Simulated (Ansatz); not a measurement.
System: rock-salt NaBr. Method: HSE06-D3(BJ) (plane waves, PAW; Ansatz, a first-principles code).

Settings: plane-wave cutoff 460 eV, 8×8×8 k mesh, Fermi–Dirac smearing 0.01 eV, scalar-relativistic PAW data made under PBE.

The cell is scaled about its equilibrium volume:

```
V (Å³/atom)  P (GPa)  direct gap at Γ (eV)
-----------  -------  --------------------
23.515          1.47                 5.809
24.133          0.68                 5.710
24.461          0.31                 5.660
24.752          0.00                 5.618
25.371         -0.60                 5.531
26.162         -1.24                 5.428
```

A straight line through the gaps at Γ against ln V gives a volume deformation potential dE_g(Γ)/d ln V of -3.6 eV: the gap at Γ widens under compression.

Measured, for comparison: band gap 7.1 eV (temperature not stated, not corrected to a static lattice; as tabulated in Aguado et al. (1998), arXiv:cond-mat/9809176).

Spin–orbit coupling is not included.
